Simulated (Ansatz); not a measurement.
**Which of these structures of MgO lies lowest?**

Theory: DFT, PBE, all-electron LAPW, scalar-relativistic in Ansatz 0.2.0.

Each cell is taken as listed (from a database or a relaxation; residual pressures are under 0.6 GPa and forces under 0.08 eV/Å), on meshes of about 0.2 Å⁻¹ spacing; energies are extrapolated to zero smearing, with no zero-point or thermal terms. Other structures, the observed one among them, may be missing from this set and lie lower. No run is spin-polarised.

Task: Order the structures by energy per atom, lowest first, and give the differences.
A.
Space group F-43m (No. 216). a = 4.612 Å, b = 4.612 Å, c = 4.612 Å, α = 90.00°, β = 90.00°, γ = 90.00°
| atom | site | symmetry | x | y | z |
| --- | --- | --- | --- | --- | --- |
| Mg | 4a | -43m | 0.0000 | 0.0000 | 0.0000 |
| O | 4d | -43m | 0.2500 | 0.2500 | 0.7500 |
(zincblende type, relaxed by us; 13×13×13 mesh on the primitive cell, smearing 0.08 eV, P = 0.1 GPa)
B.
```cif
data_structure
_symmetry_space_group_name_H-M 'P6_3mc'
_symmetry_Int_Tables_number 186
_cell_length_a 3.3146
_cell_length_b 3.3146
_cell_length_c 5.1219
_cell_angle_alpha 90.000
_cell_angle_beta 90.000
_cell_angle_gamma 120.000
_cell_volume 48.73
loop_
_atom_site_label
_atom_site_type_symbol
_atom_site_symmetry_multiplicity
_atom_site_Wyckoff_symbol
_atom_site_fract_x
_atom_site_fract_y
_atom_site_fract_z
_atom_site_occupancy
Mg1 Mg 2 b 0.33333 0.66667 0.99207 1
O1 O 2 b 0.33333 0.66667 0.38393 1
```
(wurtzite type, relaxed by us; 15×15×8 mesh on the primitive cell, smearing 0.08 eV, P = 0.0 GPa)
C.
Space group Fm-3m (No. 225). a = 4.254 Å, b = 4.254 Å, c = 4.254 Å, α = 90.00°, β = 90.00°, γ = 90.00°
```json
{"atom": "Mg", "site": "4a", "symmetry": "m-3m", "x": "0.0000", "y": "0.0000", "z": "0.0000"}
{"atom": "O", "site": "4b", "symmetry": "m-3m", "x": "0.5000", "y": "0.0000", "z": "0.0000"}
```
(rocksalt type, relaxed by us; 16×16×16 mesh on the primitive cell, smearing 0.05 eV, P = 0.1 GPa)

Result: C (0 meV/atom), B (70 meV/atom), A (103 meV/atom).
